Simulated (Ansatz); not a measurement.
# NiO (Fm-3m) in Ansatz: notebook, part 2 of 2

Ansatz 0.2.0.

## (3) Band structure, PBE+U, collinear spin, ferromagnetic start

Contents of input.yaml:

```yaml
crystal:
  lattice:
    - [0.0, 2.09130951, 2.09130951]
    - [2.09130951, 0.0, 2.09130951]
    - [2.09130951, 2.09130951, 0.0]
  atoms:
    - { symbol: Ni, position: [0.0, 0.0, 0.0], spin: 1.0 }
    - { symbol: O, position: [0.5, 0.5, 0.5] }
hamiltonian:
  xc: pbe
  pseudopotentials: { kind: paw }
  hubbard: { sites: [{ species: Ni, l: d, u_eff: 3.0 }] }
magnetization:
  spin_polarized: true
kpoints:
  mp_grid: { grid: [11, 11, 11] }
  band_path:
    path:
      - [[0.0, 0.0, 0.0], [0.5, 0.0, 0.5], [0.5, 0.25, 0.75], [0.375, 0.375, 0.75], [0.0, 0.0, 0.0], [0.5, 0.5, 0.5], [0.625, 0.25, 0.625], [0.5, 0.25, 0.75], [0.5, 0.5, 0.5], [0.375, 0.375, 0.75]]
      - [[0.625, 0.25, 0.625], [0.5, 0.0, 0.5]]
    npoints: 14
scf:
  occupations: { method: fermi_dirac, width: 0.05 }
  n_extra_bands: 6
output:
  forces: true
  stress: true
  eigenvalues: true
  fatbands: false
```

Potentials or basis: Ansatz PAW.

Command:

```console
ansatz run input.yaml --threads 2 --pin off --max-ram 5632MiB --backend cpu --events-out ev --progress --plain --runs-dir out
```

Standard output:

```text
Warning: RAYON_NUM_THREADS=2 ignored (pool sized by the plan → 2); use --threads N
Ni: projections on atomic orbitals take those of the free atom [Ne] 3s2 3p6 3d8 4s2, of charge +0.00 (hamiltonian.pseudopotentials.projection_atoms); the dataset's partial waves leave at most 1.6e-6 of an orbital's norm unspanned inside its sphere
O: projections on atomic orbitals take those of the free atom [He] 2s2 2p4, of charge +0.00 (hamiltonian.pseudopotentials.projection_atoms); the dataset's partial waves leave at most 1.9e-8 of an orbital's norm unspanned inside its sphere
scf.n_extra_bands = 6 over 12 filled bands (N_el = 24.0): the run solves 18 bands
Engine: ansatz 0.2.0, aarch64-unknown-linux-gnu
Pseudopotentials: kind: paw
Pseudopotential: Ni, paw, valence charge 18, recommended cutoff 420 eV (normal), Ni.paw.azcp
Pseudopotential: O, paw, valence charge 6, recommended cutoff 420 eV (normal), O.paw.azcp
Functional definition: PBE
  parameter kappa = 0.804
  parameter beta = 0.06672455060314922
  exchange = pbe_x(kappa = kappa, mu = beta*pi^2/3)
  correlation = pbe_c(beta = beta)
Crystal: 2 atoms, lattice volume = 18.293 Å³
Basis set: ecut = 420 eV, 339 PW (Γ), exchange–correlation on 40×40×40 points (8 copies of the dense FFT grid, shifted against one another)
Bands: 18, of which v1, the nominal top of the filled ones, is band 12 counted from 1 (11 counted from 0)
Symmetry: 48 space group operations
Space group: Fm-3m (ITA 225), of the structure as read, at distance tolerance 2.6e-5 Å
Magnetic group: BNS 225.116 (UNI 1618), of the structure as read, at distance tolerance 2.6e-5 Å
k-points: 56 of 1331
Non-local potential: Ni, projectors of the file, l = 0: 3, l = 1: 2, l = 2: 3, l = 3: 1
Non-local potential: O, projectors of the file, l = 0: 2, l = 1: 2, l = 2: 1
PAW form: soft (Blöchl's): semilocal exchange-correlation on the pseudo side does not see the compensation charge
PAW one-centre angular grid: Ni, 590 points (default); XC on 64 Gauss nodes
[... 40 lines left out ...]
  E_band       = -344.183276
  E_kinetic    = 450.839568
  E_local      = -3998.996771  (includes V_loc(G=0)·N_el)
  E_nonlocal   = 691.275752
  E_hartree    = 1644.224329
  E_xc         = -156.092022
  E_vxc        = -200.225957  (∫ρ·V_xc dr)
  E_hubbard    = 0.463263  (on-site DFT+U / exact-exchange correction)
  E_vhub       = -11.551815  (the Hubbard potential's part of the band-sum identity)
  E_paw        = -1790.460869  (= ΣΔE_a)
  E_vpaw       = -563.980434  (= ΣTr[D̂ρ^β])
  E_aug_tail   = 0.002869  (compensation charges beyond the density's cutoff)
  E_ewald      = -3246.382401
  E_smearing   = -0.000003  (= −TS)
  E_closure    = -0.000000  (closes the sum)
  Σ components = -6405.126286   (vs F -6405.126286, Δ=0.00e0)
--- Forces (eV/Å), atoms counted from 1 ---
  atom   1  Ni    -0.00000000     0.00000000    -0.00000000
  atom   2  O      0.00000000    -0.00000000     0.00000000
  max |Σ_I F_I| component: 2.09e-29 eV/Å
--- Stress (GPa, compression-positive) ---
        9.635889      -0.000000      -0.000000
       -0.000000       9.635889      -0.000000
        0.000000      -0.000000       9.635889
  P = ⅓ Tr σ = 9.6359 GPa (96.359 kbar)
--- Band table (eV; the first three rows and the last of 112) ---
  k-point 0 ↑: bands = ["-90.5873", "-50.9524", "-50.9524", "-50.9524", "-5.7450", "9.1734", "9.1734", "9.8449", "9.8449", "9.8449", "11.6669", "11.6669", "11.6669", "15.8553", "32.0877", "33.0645", "33.0645", "33.0645"]
  k-point 1 ↑: bands = ["-90.5871", "-50.9547", "-50.9527", "-50.9527", "-5.6489", "8.9524", "8.9524", "9.6128", "9.8636", "9.8636", "11.3197", "11.9522", "11.9522", "16.4687", "30.2000", "32.7610", "32.7610", "34.0049"]
  k-point 2 ↑: bands = ["-90.5866", "-50.9609", "-50.9536", "-50.9536", "-5.3797", "8.4643", "8.4643", "8.7571", "9.9826", "9.9826", "11.0239", "12.5493", "12.5493", "17.7085", "27.9079", "31.6018", "31.6018", "34.3510"]
  k-point 55 ↓: bands = ["-88.4304", "-48.8727", "-48.8711", "-48.8623", "-3.6199", "8.3499", "8.3788", "9.7054", "11.7725", "11.8552", "12.0602", "15.5781", "16.2116", "23.3399", "25.1150", "25.3223", "28.4409", "35.7945"]
Occupation matrices written to <dir>
```

occupation_matrices:

```text
# The occupation matrices of the corrected shells as a run of Ansatz 0.0.0 ended. An entry of
# hamiltonian.hubbard.sites starts from them by `starting_ns: <path of this file>`, where that key's refused
# combinations let it.
# Free energy -6405.126286 eV.
# projection_atom_Ni: [Ne] 3s2 3p6 3d8 4s2
[... 23 lines left out ...]
  site0_d_down:
    matrix:
      - [0.1716993894083928, -1.0842021724855044e-19, 5.421010862427522e-20, -1.2197274440461925e-17, 2.168404344971009e-19]
      - [5.421010862427522e-20, 0.995600581688355, 1.8634724839594607e-20, -1.0842021724855044e-19, -1.079967007749233e-20]
      - [2.710505431213761e-19, 1.5246593050577406e-20, 0.9956005816883551, -9.75781955236954e-19, 0.0]
      - [-6.559423143537302e-18, -5.421010862427522e-20, -1.8431436932253575e-18, 0.1716993894083928, -2.456395547037471e-20]
      - [1.0842021724855044e-19, -1.079967007749233e-20, 0.0, 4.2182240773264157e-19, 0.9956005816883551]
```

Wall time 4.7 s (2 threads of Arm Neoverse V2, shared host); peak memory 0.29 GiB.

Results:

| Quantity | Value |
| --- | --- |
| Free energy | -6405.1263 eV |
| Pressure | 9.6 GPa |
| Band gap on the k mesh | 0.81 eV, indirect (least direct gap 1.64 eV) |
| Band gap along the path | 0.78 eV, indirect (least direct gap 1.57 eV) |
| Net moment | 2.00 μB per cell |
| Absolute moment | 2.01 μB per cell |
| Site moments | Ni +1.66; O +0.28 μB |

Levels at the corners of the path, in eV from the valence-band top:
Spin up:
```tsv
point	band 9	band 10	band 11	band 12	band 13	band 14	band 15	band 16	band 17	band 18
Γ	-4.12	-4.12	-2.30	-2.30	-2.30	1.89	18.12	19.10	19.10	19.10
X	-3.76	-3.65	-3.65	-3.16	-3.16	6.32	11.06	12.43	16.94	16.94
W	-3.93	-3.16	-2.92	-2.92	-1.94	8.74	11.07	11.07	13.67	22.33
K	-4.04	-3.27	-2.80	-2.77	-1.65	8.01	10.65	10.96	16.11	18.79
Γ	-4.12	-4.12	-2.30	-2.30	-2.30	1.89	18.12	19.10	19.10	19.10
L	-3.48	-3.48	-2.53	0.00	0.00	5.94	10.39	14.27	14.27	21.39
U	-4.04	-3.27	-2.80	-2.77	-1.65	8.01	10.65	10.96	16.11	18.79
W	-3.93	-3.16	-2.92	-2.92	-1.94	8.74	11.07	11.07	13.67	22.33
L	-3.48	-3.48	-2.53	0.00	0.00	5.94	10.39	14.27	14.27	21.39
K	-4.04	-3.27	-2.80	-2.77	-1.65	8.01	10.65	10.96	16.11	18.79
U	-4.04	-3.27	-2.80	-2.77	-1.65	8.01	10.65	10.96	16.11	18.79
X	-3.76	-3.65	-3.65	-3.16	-3.16	6.32	11.06	12.43	16.94	16.94
```
Spin down:
| point | band 9 | band 10 | band 11 | band 12 | band 13 | band 14 |
| --- | --- | --- | --- | --- | --- | --- |
| Γ | -1.81 | -1.81 | -1.81 | 0.78 | 0.78 | 2.28 |
| X | -3.21 | -2.11 | -2.11 | 1.21 | 1.69 | 6.87 |
| W | -2.11 | -2.04 | -2.04 | 1.57 | 2.20 | 9.39 |
| K | -2.53 | -2.24 | -1.80 | 1.78 | 2.24 | 8.54 |
| Γ | -1.81 | -1.81 | -1.81 | 0.78 | 0.78 | 2.28 |
| L | -1.97 | -1.97 | -1.58 | 3.36 | 3.36 | 6.14 |
| U | -2.53 | -2.24 | -1.80 | 1.78 | 2.24 | 8.54 |
| W | -2.11 | -2.04 | -2.04 | 1.57 | 2.20 | 9.39 |
| L | -1.97 | -1.97 | -1.58 | 3.36 | 3.36 | 6.14 |
| K | -2.53 | -2.24 | -1.80 | 1.78 | 2.24 | 8.54 |
| U | -2.53 | -2.24 | -1.80 | 1.78 | 2.24 | 8.54 |
| X | -3.21 | -2.11 | -2.11 | 1.21 | 1.69 | 6.87 |

Eigenvalues of the final occupation matrices:
```
  site  spin  trace               eigenvalues
site 1     1   4.99  1.00 1.00 1.00 1.00 1.00
site 1     2   3.33  0.17 0.17 1.00 1.00 1.00
```

Caveat: the magnetic or orbital state may not be the lowest; the pressure holds a Pulay correction of +0.7 GPa for the finite cutoff; a cell with one magnetic atom can't hold antiferromagnetic order, which such compounds often take.

## (4) Band structure, PBE+U, collinear spin, ferromagnetic start

input.yaml, as its differences from that of step 3:

```diff
@@ -11,3 +11,3 @@
   pseudopotentials: { kind: paw }
-  hubbard: { sites: [{ species: Ni, l: d, u_eff: 3.0 }] }
+  hubbard: { sites: [{ species: Ni, l: d, u_eff: 4.0 }] }
 magnetization:
@@ -28,2 +28,2 @@
   eigenvalues: true
-  fatbands: false
+  fatbands: true
```

Command:

```console
ansatz run input.yaml --threads 2 --pin off --max-ram 5632MiB --backend cpu --events-out ev --progress --plain --runs-dir out
```

Wall time 4.9 s (2 threads of Arm Neoverse V2, shared host); peak memory 0.3 GiB.

The run converged. Its results:

```
Free energy             : -6404.9773 eV
Pressure                : 10.5 GPa
Band gap on the k mesh  : 1.27 eV, indirect (least direct gap 2.04 eV)
Band gap along the path : 1.24 eV, indirect (least direct gap 1.99 eV)
Net moment              : 2.00 μB per cell
Absolute moment         : 2.01 μB per cell
Site moments            : Ni +1.68; O +0.25 μB
```

Levels at the corners of the path, in eV from the valence-band top:
Spin up:
```csv
point,band 11,band 12,band 13,band 14,band 15,band 16
Γ,-2.09,-2.09,-2.09,2.03,18.25,19.21
X,-3.62,-3.45,-3.45,6.43,11.22,12.52
W,-3.13,-3.13,-2.03,8.86,11.21,11.21
K,-3.09,-2.96,-1.66,8.13,10.78,11.12
Γ,-2.09,-2.09,-2.09,2.03,18.25,19.21
L,-2.82,0.00,0.00,6.07,10.55,14.38
U,-3.09,-2.96,-1.66,8.13,10.78,11.12
W,-3.13,-3.13,-2.03,8.86,11.21,11.21
L,-2.82,0.00,0.00,6.07,10.55,14.38
K,-3.09,-2.96,-1.66,8.13,10.78,11.12
U,-3.09,-2.96,-1.66,8.13,10.78,11.12
X,-3.62,-3.45,-3.45,6.43,11.22,12.52
```
Spin down:
| point | band 9 | band 10 | band 11 | band 12 | band 13 | band 14 |
| --- | --- | --- | --- | --- | --- | --- |
| Γ | -1.65 | -1.65 | -1.65 | 1.24 | 1.24 | 2.41 |
| X | -3.05 | -2.56 | -2.56 | 1.66 | 2.12 | 6.98 |
| W | -2.56 | -2.30 | -2.30 | 2.01 | 2.60 | 9.52 |
| K | -2.75 | -2.69 | -2.14 | 2.21 | 2.64 | 8.66 |
| Γ | -1.65 | -1.65 | -1.65 | 1.24 | 1.24 | 2.41 |
| L | -2.19 | -2.19 | -1.89 | 3.72 | 3.72 | 6.27 |
| U | -2.75 | -2.69 | -2.14 | 2.21 | 2.64 | 8.66 |
| W | -2.56 | -2.30 | -2.30 | 2.01 | 2.60 | 9.52 |
| L | -2.19 | -2.19 | -1.89 | 3.72 | 3.72 | 6.27 |
| K | -2.75 | -2.69 | -2.14 | 2.21 | 2.64 | 8.66 |
| U | -2.75 | -2.69 | -2.14 | 2.21 | 2.64 | 8.66 |
| X | -3.05 | -2.56 | -2.56 | 1.66 | 2.12 | 6.98 |

Eigenvalues of the final occupation matrices:
```
  site  spin  trace               eigenvalues
site 1     1   4.99  1.00 1.00 1.00 1.00 1.00
site 1     2   3.31  0.16 0.16 1.00 1.00 1.00
```

Caveat: the magnetic or orbital state may not be the lowest; the pressure holds a Pulay correction of +0.7 GPa for the finite cutoff; a cell with one magnetic atom can't hold antiferromagnetic order, which such compounds often take.

## (5) The runs side by side

```tsv
U	gap on the mesh (eV)	pressure (GPa)	moment (μB)
Ni d U = 2 eV	0.35	8.8	2.00
Ni d U = 3 eV	0.81	9.6	2.00
Ni d U = 4 eV	1.27	10.5	2.00
```

Alike in all rows: task band structure; level PBE+U; potentials or basis Ansatz PAW; spin collinear, ferromagnetic start; cell as given; k mesh 11 × 11 × 11; cutoff (eV) 420; smearing fermi-dirac 0.05 eV.

On the cell as given the gap runs from 0.31 eV (PBE+U) to 1.24 eV (PBE+U).

Caveats: the magnetic or orbital state may not be the lowest; a cell with one magnetic atom can't hold antiferromagnetic order, which such compounds often take.

Absolute energies hang on the potentials; compare differences alone.
